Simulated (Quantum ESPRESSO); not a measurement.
# Ti2O (P-1) in Quantum ESPRESSO: further runs

Runs on Ti2O. Level: PBEsol. Tasks: relaxation of the atoms.

Everything below comes from runs of Quantum ESPRESSO 7.5. Logs are shortened: lines on timing, memory, paths and dates and some standing lists are left out, and cuts for length are marked.

## 1. Starting point

The typed cell holds 3 atoms: a = 2.920 Å, b = 2.970 Å, c = 4.713 Å, α = 90.00°, β = 90.00°, γ = 121.71°.

## 2. Relaxation of the atoms, PBEsol, 11.59 Å³/atom

pw.in reads:

```
&CONTROL
  calculation = 'relax'
  prefix = 'pwscf'
  outdir = './tmp'
  pseudo_dir = './pseudo'
  tprnfor = .true.
  tstress = .true.
  disk_io = 'low'
  nstep = 40
  forc_conv_thr = 0.0004
  etot_conv_thr = 1d-05
/
&SYSTEM
  ibrav = 0
  celldm(1) = 8
  nat = 3
  ntyp = 2
  ecutwfc = 45
  ecutrho = 360
  nbnd = 22
  occupations = 'smearing'
  smearing = 'fd'
  degauss = 0.00367493
/
&ELECTRONS
  conv_thr = 6d-10
  electron_maxstep = 120
  mixing_beta = 0.5
/
&IONS
  ion_dynamics = 'bfgs'
/
ATOMIC_SPECIES
Ti    47.8670 ti_pbesol_v1.4.uspp.F.UPF
O     15.9990 o_pbesol_v1.2.uspp.F.UPF
CELL_PARAMETERS alat
  0.6896083060291  -0.0137921661206   0.0000000000000
 -0.3567485192538   0.6041143947403   0.0000000000000
  0.0000000000000   0.0000000000000   1.1132849031702
ATOMIC_POSITIONS crystal
Ti     0.3333333333    0.6666666667    0.7212600000
Ti     0.6666666667    0.3333333333    0.2787400000
O      0.0000000000    0.0000000000    0.0000000000
K_POINTS automatic
8 8 5 0 0 0
```

Potentials or basis: GBRV 1.5 PBEsol.

The run is started by

```console
OMP_NUM_THREADS=1 mpirun -n 2 pw.x -nk 2 -in pw.in > pw.out
```

pw.out:

```text
This program is part of the open-source Quantum ESPRESSO suite
     for quantum simulation of materials; please cite
         "P. Giannozzi et al., J. Phys.:Condens. Matter 21 395502 (2009);
         "P. Giannozzi et al., J. Phys.:Condens. Matter 29 465901 (2017);
         "P. Giannozzi et al., J. Chem. Phys. 152 154105 (2020);
     in publications or presentations arising from this work. More details at

     Message from routine setup:
     using ibrav=0 with symmetry is DISCOURAGED, use correct ibrav instead

     K-points division:     npool     =       2
     Subspace diagonalization in iterative solution of the eigenvalue problem:
     a serial algorithm will be used

     G-vector sticks info
     --------------------
     sticks:   dense  smooth     PW     G-vecs:    dense   smooth      PW
     Sum         753     373    129                27093     9555    1959

     Using Slab Decomposition

     bravais-lattice index     =            0
     lattice parameter (alat)  =       8.0000  a.u.
     unit-cell volume          =     234.6595 (a.u.)^3
     number of atoms/cell      =            3
     number of atomic types    =            2
     number of electrons       =        30.00
     number of Kohn-Sham states=           22
     kinetic-energy cutoff     =      45.0000  Ry
     charge density cutoff     =     360.0000  Ry
     scf convergence threshold =      6.0E-10
     mixing beta               =       0.5000
     number of iterations used =            8  plain     mixing
     energy convergence thresh.=      1.0E-05
     force convergence thresh. =      4.0E-04
     Exchange-correlation= SLA  PW   PSX  PSC
                           (   1   4  10   8   0   0   0)
     nstep                     =           40

     celldm(1)=   8.000000  celldm(2)=   0.000000  celldm(3)=   0.000000
     celldm(4)=   0.000000  celldm(5)=   0.000000  celldm(6)=   0.000000

     crystal axes: (cart. coord. in units of alat)
               a(1) = (   0.689608  -0.013792   0.000000 )
               a(2) = (  -0.356749   0.604114   0.000000 )
               a(3) = (   0.000000   0.000000   1.113285 )

     reciprocal axes: (cart. coord. in units 2 pi/alat)
               b(1) = (  1.467430  0.866563 -0.000000 )
               b(2) = (  0.033502  1.675100 -0.000000 )
               b(3) = ( -0.000000 -0.000000  0.898243 )

     PseudoPot. # 1 for Ti read from file:
     ti_pbesol_v1.4.uspp.F.UPF
     Pseudo is Ultrasoft + core correction, Zval = 12.0
     Generated by new atomic code, or converted to UPF format
     Using radial grid of  851 points,  6 beta functions with:
                l(1) =   0
                l(2) =   0
                l(3) =   1
                l(4) =   1
                l(5) =   2
                l(6) =   2
     Q(r) pseudized with  6 coefficients,  rinner =    1.000   1.000   1.000
                                                       1.000   1.000

     PseudoPot. # 2 for O  read from file:
     o_pbesol_v1.2.uspp.F.UPF
     Pseudo is Ultrasoft + core correction, Zval =  6.0
     Generated by new atomic code, or converted to UPF format
     Using radial grid of  737 points,  5 beta functions with:
                l(1) =   0
                l(2) =   0
                l(3) =   1
                l(4) =   1
                l(5) =   2
     Q(r) pseudized with  8 coefficients,  rinner =    0.900   0.900   0.900
                                                       0.900   0.900

     atomic species   valence    mass     pseudopotential
     Ti               12.00    47.86700     Ti( 1.00)
     O                 6.00    15.99900     O ( 1.00)

      2 Sym. Ops., with inversion, found

   Cartesian axes

     site n.     atom                  positions (alat units)
         1        Ti     tau(   1) = (  -0.0079629   0.3981455   0.8029679  )
         2        Ti     tau(   2) = (   0.3408227   0.1921767   0.3103170  )
         3        O      tau(   3) = (   0.0000000   0.0000000   0.0000000  )

     number of k points=   162  Fermi-Dirac smearing, width (Ry)=  0.0037

     Number of k-points >= 100: set verbosity='high' to print them.

     Dense  grid:    27093 G-vectors     FFT dimensions: (  36,  36,  54)

     Smooth grid:     9555 G-vectors     FFT dimensions: (  24,  24,  40)

     Check: negative core charge=   -0.000016

     Initial potential from superposition of free atoms

     starting charge      27.9999, renormalised to      30.0000

     negative rho (up, down):  1.465E-03 0.000E+00
     Starting wfcs are   24 randomized atomic wfcs

     Self-consistent Calculation

     iteration #  1     ecut=    45.00 Ry     beta= 0.50
     Davidson diagonalization with overlap
     ethr =  1.00E-02,  avg # of iterations =  2.9

     negative rho (up, down):  1.503E-03 0.000E+00

     total energy              =    -270.51604540 Ry
     estimated scf accuracy    <       1.00507077 Ry
[... 119 lines left out ...]
     negative rho (up, down):  1.096E-03 0.000E+00
          total   stress  (Ry/bohr**3)                   (kbar)     P=       48.22
   0.00022421   0.00035497   0.00010680           32.98       52.22       15.71
   0.00035497   0.00021917   0.00000404           52.22       32.24        0.59
   0.00010680   0.00000404   0.00054006           15.71        0.59       79.45

     BFGS Geometry Optimization
     Energy error            =      5.1E-03 Ry
     Gradient error          =      5.0E-02 Ry/Bohr

     number of scf cycles    =   1
     number of bfgs steps    =   0

     energy             new  =    -270.7853004134 Ry

     new trust radius        =       0.0504171152 bohr
     new conv_thr            =       0.0000000006 Ry
[... 447 lines left out ...]
     Self-consistent Calculation

     iteration #  1     ecut=    45.00 Ry     beta= 0.50
     Davidson diagonalization with overlap
     ethr =  1.00E-06,  avg # of iterations =  2.5

     Threshold (ethr) on eigenvalues was too large:
     Diagonalizing with lowered threshold

     Davidson diagonalization with overlap
     ethr =  1.19E-08,  avg # of iterations =  2.2

     negative rho (up, down):  1.257E-03 0.000E+00

     total energy              =    -270.79108925 Ry
     estimated scf accuracy    <       0.00000418 Ry

     iteration #  2     ecut=    45.00 Ry     beta= 0.50
     Davidson diagonalization with overlap
     ethr =  1.39E-08,  avg # of iterations =  2.3
[... 110 lines left out ...]
     Self-consistent Calculation

     iteration #  1     ecut=    45.00 Ry     beta= 0.50
     Davidson diagonalization with overlap
     ethr =  1.00E-06,  avg # of iterations =  2.0

     Threshold (ethr) on eigenvalues was too large:
     Diagonalizing with lowered threshold

     Davidson diagonalization with overlap
     ethr =  9.29E-10,  avg # of iterations =  3.4

     negative rho (up, down):  1.253E-03 0.000E+00

     total energy              =    -270.79109126 Ry
     estimated scf accuracy    <       0.00000036 Ry

     iteration #  2     ecut=    45.00 Ry     beta= 0.50
     Davidson diagonalization with overlap
     ethr =  1.20E-09,  avg # of iterations =  2.2
[... 79 lines left out ...]
     negative rho (up, down):  1.253E-03 0.000E+00
          total   stress  (Ry/bohr**3)                   (kbar)     P=       55.88
   0.00042351   0.00039580   0.00014237           62.30       58.22       20.94
   0.00039580   0.00041562   0.00000520           58.22       61.14        0.76
   0.00014237   0.00000520   0.00030056           20.94        0.76       44.21

     Energy error            =      5.8E-07 Ry
     Gradient error          =      3.6E-04 Ry/Bohr

     bfgs converged in   6 scf cycles and   5 bfgs steps
     (criteria: energy <  1.0E-05 Ry, force <  4.0E-04 Ry/Bohr)

     End of BFGS Geometry Optimization

     Final energy             =    -270.7910913797 Ry

Begin final coordinates

ATOMIC_POSITIONS (crystal)
Ti               0.3351904589        0.6667082216        0.7347499931
Ti               0.6648095411        0.3332917784        0.2652500069
O                0.0000000000        0.0000000000        0.0000000000
End final coordinates

=------------------------------------------------------------------------------=
   JOB DONE.
=------------------------------------------------------------------------------=
```

Wall time 2.6 min (2 MPI ranks of Arm Neoverse V2, shared host); peak memory 0.3 GiB.

Results:

```yaml
Free_energy: -3684.3005 eV
Energy_gained_by_relaxing: 26.3 meV/atom
Ionic_steps: 6
Pressure_after_relaxing: 5.6 GPa
Largest_force_after_relaxing: 0.011 eV/Å
Band_gap_on_the_k_mesh: none (metal or under the smearing width)
```

Caveat: semilocal functionals often make such compounds metallic where correlation or magnetic order opens a gap, which also shifts bond lengths.

## 3. Relaxation of the atoms, PBEsol, 11.59 Å³/atom

Edit pw.in of step 2 so:

```diff
@@ -14,3 +14,3 @@
   ibrav = 0
-  celldm(1) = 8
+  A = 2.91954597
   nat = 3
@@ -36,8 +36,8 @@
 CELL_PARAMETERS alat
-  0.6896083060291  -0.0137921661206   0.0000000000000
- -0.3567485192538   0.6041143947403   0.0000000000000
-  0.0000000000000   0.0000000000000   1.1132849031702
-ATOMIC_POSITIONS crystal
-Ti     0.3333333333    0.6666666667    0.7212600000
-Ti     0.6666666667    0.3333333333    0.2787400000
+   0.9999500025   -0.0099995000    0.0000000000
+  -0.5086348223    0.8709818547    0.0000000000
+   0.0000000000    0.0000000000    1.6142921017
+ATOMIC_POSITIONS alat
+Ti    -0.0057732141    0.5773214031    1.1643243213
+Ti     0.4970883943    0.2836609515    0.4499677804
 O      0.0000000000    0.0000000000    0.0000000000
```

Potentials or basis: GBRV 1.5 PBEsol.

The run is started by

```console
OMP_NUM_THREADS=1 mpirun -n 2 pw.x -nk 2 -in pw.in > pw.out
```

Run time: 2.3 min. Hardware: 2 MPI ranks of Arm Neoverse V2, shared host; peak memory 0.28 GiB.

Results (log left out):

| Item | Value |
| --- | --- |
| Free energy | -3684.3200 eV |
| Energy gained by relaxing | 27.0 meV/atom |
| Ionic steps | 5 |
| Pressure after relaxing | 5.4 GPa |
| Largest force after relaxing | 0.007 eV/Å |
| Band gap on the k mesh | none (metal or under the smearing width) |

Caveat: semilocal functionals often make such compounds metallic where correlation or magnetic order opens a gap, which also shifts bond lengths.
